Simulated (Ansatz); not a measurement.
The system is Au.

```
Au
1.0
     2.74841    0.00000    0.00000
     0.00000    2.74841    0.00000
     0.00000    0.00000    2.74841
Au
1
Cartesian
  1.3742 1.3742 1.3742
```

The cell was built by a generator and needn't be a form met in nature.

Base run:

```yaml
Program: Ansatz 0.2.0
Functional: BLYP
Potentials_or_basis: Ansatz PAW
Cutoff: "420 eV (not typed: the program's choice for these potentials)"
k_mesh: 10 × 10 × 10
Occupations: fermi-dirac, width 0.05 eV
Spin: no spin polarisation
```

Its results: band gap on the k mesh none (metal or under the smearing width); pressure 7.6 GPa.

Q: The run is repeated on the same cell with these changes: functional from BLYP to revPBE. What comes out?

A: Band gap on the k mesh none (metal or under the smearing width); pressure 2.6 GPa.

Caveats: spin-orbit coupling is left out, which moves the levels of the heavy elements; the PAW data sets come from PBE, with cores solved anew for the run's functional, which leaves a small shift of forces and pressure.
